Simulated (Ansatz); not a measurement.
Structure: a 2-atom cell of LiCl started from a crystallographic database, at its r2SCAN minimum. It is cubic, Fm-3m (No. 225); conventional cell a = 5.112 Å, 16.70 Å³ an atom. Li is surrounded by 6 Cl at 2.56 Å; Cl is surrounded by 6 Li at 2.56 Å.

```
Li Cl
1.0
     0.00000    2.55603    2.55603
     2.55603    0.00000    2.55603
     2.55603    2.55603    0.00000
Li Cl
1 1
Direct
  0.00000 0.00000 0.00000
  0.50000 0.50000 0.50000
```

5 runs of Ansatz on this cell differ in the functional (and in the settings that go with it). Levels are in eV from each run's valence top; v1 is the last filled band, c1 the first empty one.

Run A, mean stress 0.0 GPa (compression positive):

| point | v5 | v3 | v1 | c1 | c2 | c3 |
| --- | --- | --- | --- | --- | --- | --- |
| Γ | -46.28 | 0.00 | 0.00 | 8.50 | 14.14 | 14.14 |
| X | -46.27 | -3.20 | -1.22 | 10.03 | 10.32 | 15.00 |
| U | -46.27 | -2.74 | -0.92 | 10.22 | 12.17 | 13.86 |

Run B, mean stress +0.7 GPa (compression positive):

| point | v5 | v3 | v1 | c1 | c2 | c3 |
| --- | --- | --- | --- | --- | --- | --- |
| Γ | -43.49 | 0.00 | 0.00 | 6.38 | 11.79 | 11.79 |
| X | -43.49 | -2.94 | -1.12 | 7.85 | 8.22 | 12.52 |
| U | -43.49 | -2.52 | -0.84 | 8.05 | 9.91 | 11.47 |

Run C, mean stress 0.0 GPa (compression positive):

| point | v5 | v3 | v1 | c1 | c2 | c3 |
| --- | --- | --- | --- | --- | --- | --- |
| Γ | -44.71 | 0.00 | 0.00 | 7.29 | 12.51 | 12.51 |
| X | -44.71 | -2.98 | -1.14 | 8.62 | 8.85 | 13.67 |
| U | -44.71 | -2.55 | -0.86 | 8.81 | 10.69 | 12.44 |

Run D, mean stress +3.1 GPa (compression positive):

| point | v5 | v3 | v1 | c1 | c2 | c3 |
| --- | --- | --- | --- | --- | --- | --- |
| Γ | -55.02 | 0.00 | 0.00 | 15.32 | 21.28 | 21.28 |
| X | -55.01 | -3.82 | -1.47 | 16.84 | 16.91 | 22.67 |
| U | -55.01 | -3.26 | -1.11 | 17.00 | 19.21 | 21.27 |

Run E, mean stress -0.3 GPa (compression positive):

| point | v5 | v3 | v1 | c1 | c2 | c3 |
| --- | --- | --- | --- | --- | --- | --- |
| Γ | -47.24 | 0.00 | 0.00 | 9.25 | 14.95 | 14.95 |
| X | -47.23 | -3.29 | -1.26 | 10.79 | 11.04 | 15.85 |
| U | -47.23 | -2.81 | -0.94 | 10.98 | 12.96 | 14.69 |

Problem. Match the runs to PBE, r2SCAN, DDH-PBE0, PBE0, Hartree-Fock.

Solution. A is PBE0, B is PBE, C is r2SCAN, D is Hartree-Fock, E is DDH-PBE0. In order of the gap: PBE 6.38, r2SCAN 7.29, PBE0 8.50, DDH-PBE0 9.25, Hartree-Fock 15.32 eV.

The values are computed, spin-unpolarised, and not measurements.

The program warns that its thresholds are loose for a hybrid's stress.

The meshes of the hybrids are coarse, so their gaps aren't converged to the digits shown.
